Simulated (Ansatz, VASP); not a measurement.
SnSe: VASP beside Ansatz

File INCAR:

```
PREC = Accurate ; ENCUT = 600
EDIFF = 1E-6 ; ISMEAR = 1
SIGMA = 0.025 ; LREAL = False
LASPH = True ; NELM = 100
ALGO = Normal ; ISIF = 3
LWAVE = False ; LCHARG = False
GGA = B5 ; ALDAX = 1.0
AGGAX = 1.0 ; AGGAC = 1.0
ALDAC = 0.0 ; IBRION = 2
NSW = 60 ; EDIFFG = -0.01
```

KPOINTS

```
regular mesh
0
Gamma
  8 8 8
```

Contents of POSCAR:

```
SnSe
1.0
    4.2567828200      0.0000000000      0.0000000000
    2.1283914100      3.6864820605      0.0000000000
    2.1283914100      1.2288273535      3.4756486183
Sn Se
1 1
Direct
    0.0000000000      0.0000000000      0.0000000000
    0.5000000000      0.5000000000      0.5000000000
```

Contents of input.yaml:

```yaml
crystal:
  lattice:
    - [4.25678282, 0.0, 0.0]
    - [2.12839141, 3.6864820605, 0.0]
    - [2.12839141, 1.2288273535, 3.4756486183]
  atoms:
    - { symbol: Sn, position: [0.0, 0.0, 0.0] }
    - { symbol: Se, position: [0.5, 0.5, 0.5] }
hamiltonian:
  xc: blyp
  pseudopotentials: { kind: nc, accuracy: standard }
kpoints:
  mp_grid: { grid: [8, 8, 8] }
scf:
  occupations: { method: cold, width: 0.025 }
output:
  forces: true
  stress: true
relax:
  f_tol: 0.01
  max_steps: 40
  cell: { stress_tol: 0.05 }
```

Measurements of this composition are mostly on another form, of space group No. 62.

Alike in both runs: task relaxation of cell and atoms; functional BLYP; k mesh 8 × 8 × 8; no spin polarisation.

```csv
,VASP,Ansatz
version,VASP 6.6.1,Ansatz 0.2.0
potentials or method,"VASP PAW PBE potentials, release 64 (Sn_d, Se)",PseudoDojo standard (PBE files)
plane-wave cutoff (eV),600,1170
occupations,"methfessel-paxton of order 1, width 0.025 eV","cold, width 0.025 eV"
valence electrons in the cell,20,30
```

VASP gave:

```
relaxed volume (Å³/atom)                                     : 30.10
relaxed cell length with the largest relative difference (Å) : 4.399
energy change over the relaxation (meV/atom)                 : -40
```

Task: Which values does Ansatz return?

Result: Relaxed volume (Å³/atom): 30.01; relaxed cell length with the largest relative difference (Å): 4.395; energy change over the relaxation (meV/atom): -37.

The two sets of potentials don't hold the same shells in valence.

Caveats: the volume moved by +10 % from the deposited cell, more than functionals usually miss; the PAW data sets were made with another functional, which shifts forces and pressure a little (VASP); the potentials were made for another functional, which shifts forces and pressure (Ansatz); the plane-wave basis is chosen anew once the cell has moved, so the energies of steps on either side of that aren't comparable (Ansatz). BLYP gives volumes clearly too large for solids. Zero-point motion and thermal expansion aren't in these numbers.
